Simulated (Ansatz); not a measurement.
# WC: the cost of one run

Method: DFT PBEsol, scalar-relativistic, plane waves, PAW, in Ansatz 0.2.0.

2 further runs of the same task are left out: 2 set aside as unsound or not needed.

**1. The starting structure**

It takes space group P-6m2 (No. 187, hexagonal). Conventional cell: a = 2.898 Å, b = 2.898 Å, c = 2.828 Å, α = 90.00°, β = 90.00°, γ = 120.00°. Around W (site symmetry -6m2) lie 6 C at 2.19 Å. C (site symmetry -6m2) is surrounded by 6 W at 2.19 Å.

Coordinates:

```cif
data_structure
_symmetry_space_group_name_H-M 'P-6m2'
_symmetry_Int_Tables_number 187
_cell_length_a 2.8984
_cell_length_b 2.8984
_cell_length_c 2.8276
_cell_angle_alpha 90.000
_cell_angle_beta 90.000
_cell_angle_gamma 120.000
_cell_volume 20.57
loop_
_atom_site_label
_atom_site_type_symbol
_atom_site_symmetry_multiplicity
_atom_site_Wyckoff_symbol
_atom_site_fract_x
_atom_site_fract_y
_atom_site_fract_z
_atom_site_occupancy
W1 W 1 a 0.00000 0.00000 0.00000 1
C1 C 1 f 0.66667 0.33333 0.50000 1
```

It is the result of an earlier relaxation at this level (volume 10.29 Å³/atom; gap on the mesh: none (metal)).

**2. Bulk reference on the slab's mesh**

input.yaml reads:

```yaml
crystal:
  lattice:
    - [2.8984136658, 0.0, 0.0]
    - [-1.4492068329, 6.1872576902, 0.0]
    - [0.0, -2.5844694041, 1.1471298954]
  atoms:
    - { symbol: W, position: [0.0, 0.0, 0.0] }
    - { symbol: C, position: [0.3333333333, 0.6666666667, 0.8333333333] }
basis:
  ecutwfc: 420
kpoints:
  mp_grid: { grid: [12, 6, 29] }
hamiltonian:
  xc: pbesol
scf:
  occupations: { method: gaussian, width: 0.1 }
output:
  forces: true
  stress: true
  eigenvalues: true
```

Command:

```
$ ansatz run input.yaml --threads 2 --pin off --max-ram 5120MiB --backend cpu --events-out ev --progress --plain --runs-dir out
```

**Question.** How long does this run take on 2 threads of Arm Neoverse V1, shared host, and how much memory does it need?

About 15 s, with a peak of 0.61 GiB.
